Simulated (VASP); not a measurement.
# SnSe2 (P-3m1) in VASP: a series of runs

Runs on SnSe2. Level: LDA. Tasks: single point.

Everything below comes from runs of VASP 6.6.1. Logs are shortened: lines on timing, memory, paths and dates and some standing lists are left out, and cuts for length are marked.

### 1 The structure

Symmetry: P-3m1, No. 164, trigonal system. Conventional cell: a = 3.811 Å, b = 3.811 Å, c = 6.136 Å, α = 90.00°, β = 90.00°, γ = 120.00°. Sn (site symmetry -3m) is surrounded by 6 Se at 2.68 Å. Se (site symmetry 3m) has 3 Sn at 2.68 Å as nearest neighbours.

### 2 Single point, LDA

INCAR

```
SYSTEM = SnSe2
PREC     = Accurate       ! precision mode
ENCUT    = 450            ! plane-wave cutoff, eV
EDIFF    = 0.001          ! SCF threshold, eV
ISMEAR   = 0              ! smearing method
SIGMA    = 0.05           ! smearing width, eV
LREAL    = .False.        ! projectors in reciprocal space
LASPH    = .True.         ! aspherical terms in the spheres
NELM     = 100            ! most SCF steps
ALGO     = Normal         ! electronic algorithm
ISIF     = 2              ! what is computed and relaxed
LWAVE    = .False.        ! write WAVECAR
LCHARG   = .False.        ! write CHGCAR
NBANDS   = 20             ! bands
ADDGRID  = .False.
```

KPOINTS

```
regular mesh
0
Gamma
  5 5 3
  0 0 0
```

POSCAR

```
SnSe2
1.0
    3.8110000000      0.0000000000      0.0000000000
   -1.9055000000      3.3004228138      0.0000000000
    0.0000000000      0.0000000000      6.1360000000
Sn Se
1 2
Direct
    0.0000000000      0.0000000000      0.0000000000
    0.6666666667      0.3333333333      0.7510000000
    0.3333333333      0.6666666667      0.2490000000
```

Potentials or basis: VASP PAW LDA potentials, release 64 (Sn_d, Se).

Launch:

```sh
$ cat potpaw_LDA.64/Sn_d/POTCAR potpaw_LDA.64/Se/POTCAR > POTCAR
$ mpirun -np 1 vasp_std > vasp.out
```

OUTCAR:

```text
SYSTEM = SnSe2
   PREC = Accurate
   ENCUT = 450
   EDIFF = 0.001
   ISMEAR = 0
   LREAL = .False.
   LASPH = .True.
   NELM = 100
   ISIF = 2

 Found     12 irreducible k-points:

 Following reciprocal coordinates:
            Coordinates               Weight
  0.000000  0.000000  0.000000      1.000000
  0.200000 -0.000000  0.000000      6.000000
  0.400000 -0.000000  0.000000      6.000000
  0.200000  0.200000  0.000000      6.000000
  0.400000  0.200000  0.000000      6.000000
  0.000000  0.000000  0.333333      2.000000
   k-points           NKPTS =     12   k-points in BZ     NKDIM =     12   number of bands    NBANDS=     20
   number of dos      NEDOS =    301   number of ions     NIONS =      3
   total plane-waves  NPLWV =  32928
   dimension x,y,z NGX =    28 NGY =   28 NGZ =   42
   dimension x,y,z NGXF=    56 NGYF=   56 NGZF=   84
   ions per type =               1   2
   NGX,Y,Z   is equivalent  to a cutoff of  12.21, 12.21, 11.38 a.u.
   NGXF,Y,Z  is equivalent  to a cutoff of  24.43, 24.43, 22.76 a.u.
 SYSTEM =  SnSe2
   PREC   = accura    normal or accurate (medium, high low for compatibility)
   ISTART =      0    job   : 0-new  1-cont  2-samecut
   ICHARG =      2    charge: 1-file 2-atom 10-const
   ISPIN  =      1    spin polarized calculation?
   LNONCOLLINEAR =      F non collinear calculations
   LSORBIT =      F    spin-orbit coupling
   LASPH  =      T    aspherical Exc in radial PAW
   ENCUT  =  450.0 eV  33.07 Ry    5.75 a.u.   6.59  6.59 10.61*2*pi/ulx,y,z
   NELM   =    100;   NELMIN=  2; NELMDL= -5     # of ELM steps
   EDIFF  = 0.1E-02   stopping-criterion for ELM
   LREAL  =      F    real-space projection
   EDIFFG = 0.1E-01   stopping-criterion for IOM
   NSW    =      0    number of steps for IOM
   IBRION =     -1    ionic relax: 0-MD 1-quasi-New 2-CG
   NFREE  =      0    steps in history (QN), initial steepest desc. (CG)
   ISIF   =      2    stress and relaxation
   ISYM   =      2    0-nonsym 1-usesym 2-fastsym
   POTIM  = 0.5000    time-step for ionic-motion
   TEBEG  =    0.0;   TEEND  =   0.0 temperature during run
   PSTRESS=    0.0 pullay stress
   NELECT =      26.0000    total number of electrons
   NUPDOWN=      -1.0000    fix difference up-down
   EMIN   =  10.00;   EMAX   =-10.00  energy-range for DOS
   EFERMI =   0.00;   METHOD = LEGACY
   ISMEAR =     0;   SIGMA  =   0.05  broadening in eV -4-tet -1-fermi 0-gaus
   EFERMI_NEDOS =   21; number of points for ismear=-14 and -15
   IALGO  =     38    algorithm
   IMIX   =      4    mixing-type and parameters
     AMIX     =   0.40;   BMIX     =  1.00
     AMIX_MAG =   1.60;   BMIX_MAG =  1.00
  volume/ion in A,a.u.               =      25.73       173.61
  Fermi-wavevector in a.u.,A,eV,Ry     =   1.139116  2.152617 17.654722  1.297585
  Thomas-Fermi vector in A             =   2.275820
   LORBIT       =      0    0 simple, 1 ext, 2 COOP (PROOUT), +10 PAW based schemes
   GGA     = CA    functional components
   LHFCALC =     F    Hartree Fock is set to
   AEXX    =    0.0000 exact exchange contribution
   IVDW    =     0    specifies the selected vdW correction
   LEPSILON=     F    determine dielectric tensor
   LRPA    =     F    only Hartree local field effects (RPA)
 non-spin polarized calculation
 Gauss-broadening in eV      SIGMA  =   0.05
  energy-cutoff  :      450.00
  volume of cell :       77.18
 maximum number of plane-waves:      1701
 NGX is ok and might be reduce to    28
   NGX = 13   NGY = 13   NGZ = 21

 number of electron      25.9999998 magnetization

 Free energy of the ion-electron system (eV)
  ---------------------------------------------------
  ext. energy  EPLUGINS =         0.00000000
  ---------------------------------------------------
  free energy    TOTEN  =       -13.71600147 eV

  energy without entropy =      -13.71600147  energy(sigma->0) =      -13.71600147

 E-fermi :   4.3852     XC(G=0):  -9.7787

 val. band max:        4.1073045375   @ k =   0.0000   0.0000   0.0000
 cond. band min:       4.7668168145   @ k =   0.0000   0.4000   0.3333
 fundamental gap:      0.6595122770
 Fermi energy:         4.3852461935

 k-point     1 :       0.0000    0.0000    0.0000
  band No.  band energies     occupation
      1     -17.0937      2.00000
      2     -17.0937      2.00000
      3     -17.0530      2.00000
      4     -17.0371      2.00000
      5     -17.0371      2.00000
      6      -9.9339      2.00000
      7      -8.1386      2.00000
      8      -2.0404      2.00000
      9       3.3957      2.00000
     10       3.3957      2.00000
     11       3.7247      2.00000
     12       3.7247      2.00000
     13       4.1073      2.00000
     14       4.9996      0.00000
     15       6.8923      0.00000
     16       8.6335      0.00000
     17       8.6335      0.00000
     18      12.1338      0.00000
     19      13.0358      0.00000
     20      13.0360      0.00000

 k-point     2 :       0.2000   -0.0000    0.0000
  band No.  band energies     occupation
      1     -17.1141      2.00000
      2     -17.0827      2.00000
      3     -17.0479      2.00000
      4     -17.0384      2.00000
      5     -17.0324      2.00000
      6      -9.5382      2.00000
      7      -7.8997      2.00000
      8      -2.0575      2.00000
      9       0.9506      2.00000
     10       2.1785      2.00000
     11       2.3714      2.00000
     12       4.0066      2.00000
     13       4.0220      2.00000
     14       6.2753      0.00000
     15       7.7178      0.00000
     16       9.1929      0.00000
     17       9.2544      0.00000
     18      10.9555      0.00000
     19      12.1048      0.00000
     20      13.3978      0.00000

 k-point     3 :       0.4000   -0.0000    0.0000
  band No.  band energies     occupation
      1     -17.1503      2.00000
      2     -17.0746      2.00000
      3     -17.0586      2.00000
      4     -17.0179      2.00000
      5     -17.0147      2.00000
      6      -8.5643      2.00000
      7      -7.6345      2.00000
      8      -2.9559      2.00000
      9      -0.2508      2.00000
     10       1.0969      2.00000
     11       1.5184      2.00000
     12       3.1785      2.00000
     13       3.8471      2.00000
     14       5.2871      0.00000
     15       7.8274      0.00000
     16       9.5048      0.00000
     17       9.5648      0.00000
     18      11.0540      0.00000
     19      13.4792      0.00000
     20      14.1816      0.00000

 k-point     4 :       0.2000    0.2000    0.0000
  band No.  band energies     occupation
      1     -17.1312      2.00000
      2     -17.0862      2.00000
      3     -17.0473      2.00000
      4     -17.0361      2.00000
      5     -17.0157      2.00000
      6      -8.8317      2.00000
      7      -7.6253      2.00000
      8      -2.6282      2.00000
      9       0.2578      2.00000
     10       0.5030      2.00000
     11       2.2545      2.00000
     12       2.4806      2.00000
     13       3.7448      2.00000
     14       6.0222      0.00000
     15       9.2779      0.00000
     16       9.6137      0.00000
     17       9.9327      0.00000
     18      10.7421      0.00000
     19      11.0369      0.00000
     20      14.0428      0.00000

 k-point     5 :       0.4000    0.2000    0.0000
  band No.  band energies     occupation
      1     -17.1385      2.00000
      2     -17.0933      2.00000
      3     -17.0483      2.00000
      4     -17.0207      2.00000
      5     -17.0164      2.00000
      6      -8.0502      2.00000
      7      -7.6677      2.00000
      8      -3.3645      2.00000
      9      -0.0703      2.00000
     10       0.6136      2.00000
     11       1.1708      2.00000
     12       2.6010      2.00000
     13       2.8312      2.00000
     14       5.5504      0.00000
     15       9.5756      0.00000
     16       9.7219      0.00000
     17      10.6552      0.00000
     18      11.1999      0.00000
     19      12.9382      0.00000
     20      13.7059      0.00000

 k-point     6 :       0.0000    0.0000    0.3333
  band No.  band energies     occupation
      1     -17.0937      2.00000
      2     -17.0937      2.00000
      3     -17.0529      2.00000
      4     -17.0372      2.00000
      5     -17.0372      2.00000
      6      -9.8110      2.00000
      7      -8.3913      2.00000
      8      -1.3937      2.00000
      9       2.4480      2.00000
     10       3.3236      2.00000
     11       3.3236      2.00000
     12       3.8463      2.00000
     13       3.8463      2.00000
     14       6.1832      0.00000
     15       6.8872      0.00000
     16       8.4252      0.00000
     17       8.4252      0.00000
     18      12.3148      0.00000
     19      12.5662      0.00000
     20      12.5681      0.00000

 [... further k-points ...]

------------------------ aborting loop because EDIFF is reached ----------------------------------------

  FORCE on cell =-STRESS in cart. coord.  units (eV):
  Direction    XX          YY          ZZ          XY          YZ          ZX
  --------------------------------------------------------------------------------------
  -------------------------------------------------------------------------------------
  Total        0.3115260      0.3115260      0.9114670     -0.0000000      0.0000000      0.0000000
  in kB        6.4671209      6.4671209     18.9215910     -0.0000000      0.0000000      0.0000000
  external PRESSURE =      10.6186110 kB  Pullay stress =       0.0000000 kB

 VOLUME and BASIS-vectors are now :
 -----------------------------------------------------------------------------
  energy-cutoff  :      450.00
  volume of cell :       77.18
      direct lattice vectors                 reciprocal lattice vectors
     3.811000000  0.000000000  0.000000000     0.262398321  0.151495741  0.000000000
    -1.905500000  3.300422814  0.000000000     0.000000000  0.302991482  0.000000000
     0.000000000  0.000000000  6.136000000     0.000000000  0.000000000  0.162972621

 POSITION                                       TOTAL-FORCE (eV/Angst)
 -----------------------------------------------------------------------------------
      0.00000      0.00000      0.00000        -0.000000      0.000000      0.000000
      1.90550      1.10014      4.60814        -0.000000     -0.000000     -0.471431
     -0.00000      2.20028      1.52786         0.000000      0.000000      0.471431
 -----------------------------------------------------------------------------------
    total drift:                                0.000000      0.000000     -0.000000

  FREE ENERGIE OF THE ION-ELECTRON SYSTEM (eV)
  ---------------------------------------------------
  free  energy   TOTEN  =       -13.7160014671 eV

  energy  without entropy=      -13.7160014671  energy(sigma->0) =      -13.71600147
```

It took 5.8 s on 1 thread of Intel Xeon 6975P-C (Granite Rapids), shared host; peak memory 0.15 GiB.

These settings aren't checked as converged: the numbers below hold their error.

What came out:

```
Free energy            : -13.7160 eV
Pressure               : 1.1 GPa
Largest force          : 0.471 eV/Å
Band gap on the k mesh : 0.66 eV, indirect (least direct gap 0.89 eV)
```

Caveat: spin-orbit coupling is left out, which moves the levels of the heavy elements; an odd mesh through Γ misses points on the zone boundary, where band edges often lie.

### 3 Single point, LDA

INCAR is that of step 2.

KPOINTS is that of step 2.

POSCAR

```
SnSe2
1.0
    3.8110000000      0.0000000000      0.0000000000
   -1.9055000000      3.3004228138      0.0000000000
    0.0000000000      0.0000000000      6.1360000000
Sn Se
1 2
Direct
    0.0255860000      0.0074750000      0.0043360000
    0.6613810000      0.3516810000      0.7467700000
    0.3595740000      0.6870860000      0.2661230000
```

Potentials or basis: VASP PAW LDA potentials, release 64 (Sn_d, Se).

Launch:

```sh
$ cat potpaw_LDA.64/Sn_d/POTCAR potpaw_LDA.64/Se/POTCAR > POTCAR
$ mpirun -np 1 vasp_std > vasp.out
```

OUTCAR:

```text
SYSTEM = SnSe2
   PREC = Accurate
   ENCUT = 450
   EDIFF = 0.001
   ISMEAR = 0
   LREAL = .False.
   LASPH = .True.
   NELM = 100
   ISIF = 2

 Found     38 irreducible k-points:

 Following reciprocal coordinates:
            Coordinates               Weight
  0.000000  0.000000  0.000000      1.000000
  0.200000 -0.000000  0.000000      2.000000
  0.000000  0.200000  0.000000      2.000000
 -0.200000  0.200000  0.000000      2.000000
  0.400000 -0.000000  0.000000      2.000000
  0.000000  0.400000  0.000000      2.000000
   k-points           NKPTS =     38   k-points in BZ     NKDIM =     38   number of bands    NBANDS=     20
   number of dos      NEDOS =    301   number of ions     NIONS =      3
   total plane-waves  NPLWV =  32928
   dimension x,y,z NGX =    28 NGY =   28 NGZ =   42
   dimension x,y,z NGXF=    56 NGYF=   56 NGZF=   84
   ions per type =               1   2
   NGX,Y,Z   is equivalent  to a cutoff of  12.21, 12.21, 11.38 a.u.
   NGXF,Y,Z  is equivalent  to a cutoff of  24.43, 24.43, 22.76 a.u.
 SYSTEM =  SnSe2
   PREC   = accura    normal or accurate (medium, high low for compatibility)
   ISTART =      0    job   : 0-new  1-cont  2-samecut
   ICHARG =      2    charge: 1-file 2-atom 10-const
   ISPIN  =      1    spin polarized calculation?
   LNONCOLLINEAR =      F non collinear calculations
   LSORBIT =      F    spin-orbit coupling
   LASPH  =      T    aspherical Exc in radial PAW
   ENCUT  =  450.0 eV  33.07 Ry    5.75 a.u.   6.59  6.59 10.61*2*pi/ulx,y,z
   NELM   =    100;   NELMIN=  2; NELMDL= -5     # of ELM steps
   EDIFF  = 0.1E-02   stopping-criterion for ELM
   LREAL  =      F    real-space projection
   EDIFFG = 0.1E-01   stopping-criterion for IOM
   NSW    =      0    number of steps for IOM
   IBRION =     -1    ionic relax: 0-MD 1-quasi-New 2-CG
   NFREE  =      0    steps in history (QN), initial steepest desc. (CG)
   ISIF   =      2    stress and relaxation
   ISYM   =      2    0-nonsym 1-usesym 2-fastsym
   POTIM  = 0.5000    time-step for ionic-motion
   TEBEG  =    0.0;   TEEND  =   0.0 temperature during run
   PSTRESS=    0.0 pullay stress
   NELECT =      26.0000    total number of electrons
   NUPDOWN=      -1.0000    fix difference up-down
   EMIN   =  10.00;   EMAX   =-10.00  energy-range for DOS
   EFERMI =   0.00;   METHOD = LEGACY
   ISMEAR =     0;   SIGMA  =   0.05  broadening in eV -4-tet -1-fermi 0-gaus
   EFERMI_NEDOS =   21; number of points for ismear=-14 and -15
   IALGO  =     38    algorithm
   IMIX   =      4    mixing-type and parameters
     AMIX     =   0.40;   BMIX     =  1.00
     AMIX_MAG =   1.60;   BMIX_MAG =  1.00
  volume/ion in A,a.u.               =      25.73       173.61
  Fermi-wavevector in a.u.,A,eV,Ry     =   1.139116  2.152617 17.654722  1.297585
  Thomas-Fermi vector in A             =   2.275820
   LORBIT       =      0    0 simple, 1 ext, 2 COOP (PROOUT), +10 PAW based schemes
   GGA     = CA    functional components
   LHFCALC =     F    Hartree Fock is set to
   AEXX    =    0.0000 exact exchange contribution
   IVDW    =     0    specifies the selected vdW correction
   LEPSILON=     F    determine dielectric tensor
   LRPA    =     F    only Hartree local field effects (RPA)
 non-spin polarized calculation
 Gauss-broadening in eV      SIGMA  =   0.05
  energy-cutoff  :      450.00
  volume of cell :       77.18
 maximum number of plane-waves:      1701
 NGX is ok and might be reduce to    28
   NGX = 13   NGY = 13   NGZ = 21

 number of electron      26.0000001 magnetization

 Free energy of the ion-electron system (eV)
  ---------------------------------------------------
  ext. energy  EPLUGINS =         0.00000000
  ---------------------------------------------------
  free energy    TOTEN  =       -13.70103303 eV

  energy without entropy =      -13.70103303  energy(sigma->0) =      -13.70103303

 E-fermi :   4.3638     XC(G=0):  -9.8237

 val. band max:        4.1604162462   @ k =   0.2000  -0.0000   0.0000
 cond. band min:       4.5681168491   @ k =   0.4000  -0.4000   0.3333
 fundamental gap:      0.4077006029
 Fermi energy:         4.3638138772

 k-point     1 :       0.0000    0.0000    0.0000
  band No.  band energies     occupation
      1     -17.0612      2.00000
      2     -17.0574      2.00000
      3     -17.0178      2.00000
      4     -17.0069      2.00000
      5     -17.0055      2.00000
      6      -9.7481      2.00000
[... 12 lines left out ...]
     19      13.0715      0.00000
     20      13.2545      0.00000
[... 93 lines left out ...]
 k-point     6 :       0.0000    0.4000    0.0000
  band No.  band energies     occupation
      1     -17.1056      2.00000
      2     -17.0388      2.00000
      3     -17.0280      2.00000
      4     -16.9917      2.00000
      5     -16.9822      2.00000
      6      -8.4303      2.00000
[... 12 lines left out ...]
     19      13.5918      0.00000
     20      14.4299      0.00000

 [... further k-points ...]

------------------------ aborting loop because EDIFF is reached ----------------------------------------

  FORCE on cell =-STRESS in cart. coord.  units (eV):
  Direction    XX          YY          ZZ          XY          YZ          ZX
  --------------------------------------------------------------------------------------
  -------------------------------------------------------------------------------------
  Total       -0.3555974     -0.3870616     -0.7470070      0.0750588     -0.1035192     -0.5020662
  in kB       -7.3820215     -8.0352019    -15.5074859      1.5581835     -2.1490057    -10.4226392
  external PRESSURE =     -10.3082364 kB  Pullay stress =       0.0000000 kB

 VOLUME and BASIS-vectors are now :
 -----------------------------------------------------------------------------
  energy-cutoff  :      450.00
  volume of cell :       77.18
      direct lattice vectors                 reciprocal lattice vectors
     3.811000000  0.000000000  0.000000000     0.262398321  0.151495741  0.000000000
    -1.905500000  3.300422814  0.000000000     0.000000000  0.302991482  0.000000000
     0.000000000  0.000000000  6.136000000     0.000000000  0.000000000  0.162972621

 POSITION                                       TOTAL-FORCE (eV/Angst)
 -----------------------------------------------------------------------------------
      0.08326      0.02467      0.02661        -0.375916      0.111943      0.275079
      1.85039      1.16070      4.58218         0.390457     -0.023463     -0.010336
      0.06109      2.26767      1.63293        -0.014541     -0.088480     -0.264743
 -----------------------------------------------------------------------------------
    total drift:                               -0.000648     -0.000306      0.000748

  FREE ENERGIE OF THE ION-ELECTRON SYSTEM (eV)
  ---------------------------------------------------
  free  energy   TOTEN  =       -13.7010330264 eV

  energy  without entropy=      -13.7010330263  energy(sigma->0) =      -13.70103303
```

Wall time 15 s (1 thread of Intel Xeon 6975P-C (Granite Rapids), shared host); peak memory 0.18 GiB.

These settings aren't checked as converged: the numbers below hold their error.

Results:

| Quantity | Value |
| --- | --- |
| Free energy | -13.7010 eV |
| Pressure | -1.0 GPa |
| Largest force | 0.479 eV/Å |
| Band gap on the k mesh | 0.41 eV, indirect (least direct gap 0.86 eV) |

Caveat: spin-orbit coupling is left out, which moves the levels of the heavy elements; an odd mesh through Γ misses points on the zone boundary, where band edges often lie.

### 4 The reference run

An earlier run on the cell as given: functional PBEsol; potentials or basis VASP PAW PBE potentials, release 64 (Sn_d, Se); cutoff 520 eV; k mesh 8 × 8 × 5; occupations fermi-dirac, width 0.05 eV; no spin polarisation.

- Pressure: 2.6 GPa
- Largest force: 0.622 eV/Å
- Band gap on the k mesh: 0.73 eV, indirect (least direct gap 1.00 eV)
